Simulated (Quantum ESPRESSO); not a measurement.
Runs of Quantum ESPRESSO 7.5 on MgO. The structure is cubic, space group Fm-3m (No. 225). The conventional cell has a = 4.194 Å, b = 4.194 Å, c = 4.194 Å, α = 90.00°, β = 90.00°, γ = 90.00°. Mg (site symmetry m-3m) has 6 O at 2.10 Å as nearest neighbours. O (site symmetry m-3m) has 6 Mg at 2.10 Å as nearest neighbours. The cell is a database's computed one.

```csv
task,level,potentials or basis,cell,k mesh,cutoff (eV),smearing,most ionic steps,forc conv thr,etot conv thr,ion dynamics,cell dynamics,gap on the mesh (eV),pressure (GPa)
relaxation of cell and atoms,PBEsol+D3(BJ),GBRV 1.5 PBEsol,relaxed to 0.3 kbar,11 × 11 × 11,612,fermi-dirac 0.05 eV,40,0.0004 Ry/bohr,1e-05 Ry,bfgs,bfgs,4.86,0.0
projected density of states,revPBE+D3(BJ),PseudoDojo 0.4.1 SR PBE standard,"atoms moved at random, drawn with an rms of 0.05 Å",9 × 9 × 9,1143,fermi-dirac 0.05 eV,-,-,-,-,-,5.03,1.5
optical spectrum,vdW-DF-cx,SG15 PBE 1.2,as given,11 × 11 × 11,952,methfessel-paxton 0.05 eV,-,-,-,-,-,(b),-
projected density of states,PBEsol,PseudoDojo 0.4.1 SR LDA stringent,as given,11 × 11 × 11,1252,gaussian 0.05 eV,-,-,-,-,-,4.93,1.6
single point,PBEsol,Ansatz NC SR PBE,as given,11 × 11 × 11,1238,fixed,-,-,-,-,-,4.72,(a)
```

Alike in all rows: no spin polarisation.

Question: Estimate the missing entries.

Answer: (a) 2.8; (b) 5.00.

Caveats: the potentials were made for another functional, which shifts forces and pressure (some runs); the program leaves the non-local potential out of the optical matrix elements, which shifts intensities by tens of percent (some runs); this smearing can shift energies of a crystal with a gap (some runs); spectra need much finer meshes, so this one isn't converged (some runs); independent-particle spectra lack excitons (some runs).

Runs at the PBE level aren't shown here.
